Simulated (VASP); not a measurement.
Input of a VASP 6.6.1 run:

File POSCAR:

```
BN
1.0
    0.0000000000      1.8130010000      1.8130010000
    1.8130010000      0.0000000000      1.8130010000
    1.8130010000      1.8130010000      0.0000000000
N B
1 1
Direct
    0.2500000000      0.2500000000      0.2500000000
    0.0000000000      0.0000000000      0.0000000000
```

File INCAR.step1:

```
PREC = Accurate
ENCUT = 450
EDIFF = 1E-8
ISMEAR = 0
SIGMA = 0.01
LREAL = False
LASPH = True
NELM = 80
ALGO = Fast
LWAVE = True
LCHARG = False
GGA = PE
```

Contents of INCAR.step2:

```
PREC = Accurate
ENCUT = 450
EDIFF = 1E-8
ISMEAR = 0
SIGMA = 0.01
LREAL = False
LASPH = True
NELM = 1
ALGO = Exact
LWAVE = True
LCHARG = False
GGA = PE
NBANDS = 20
LOPTICS = True
ISTART = 1
```

Contents of INCAR.step3:

```
PREC = Accurate
ENCUT = 450
EDIFF = 1E-8
ISMEAR = 0
SIGMA = 0.01
LREAL = False
LASPH = True
ALGO = EVGW0
LWAVE = False
LCHARG = False
GGA = PE
NELMGW = 1
NBANDS = 20
ENCUTGW = 180
NOMEGA = 50
PRECFOCK = Fast
ISTART = 1
NBANDSGW = 12
```

Contents of KPOINTS:

```
Automatic mesh
0
Gamma
  6 6 6
```

Potentials or basis: VASP PAW PBE potentials, release 64 (N_GW, B_GW).

Run with:

```bash
$ cat potpaw_PBE.64/N_GW/POTCAR potpaw_PBE.64/B_GW/POTCAR > POTCAR
$ cp INCAR.step1 INCAR
$ mpirun -np 1 vasp_std > vasp.out
$ cp INCAR.step2 INCAR
$ mpirun -np 1 vasp_std > vasp.out
$ cp INCAR.step3 INCAR
$ mpirun -np 1 vasp_std > vasp.out
```

(1) Predict the quasiparticle gap.

(2) Predict the least direct quasiparticle gap.

(3) Predict the band gap on the k mesh, mean-field level.

## Answers

(1) 5.92 eV.

(2) 10.97 eV.

(3) 4.45 eV, indirect (least direct gap 8.77 eV).

Caveat: the k mesh is coarse (spacing up to 0.50 Å⁻¹), so the values aren't converged; bands, screening cutoff and mesh are small and nothing is extrapolated, so the quasiparticle values aren't converged.
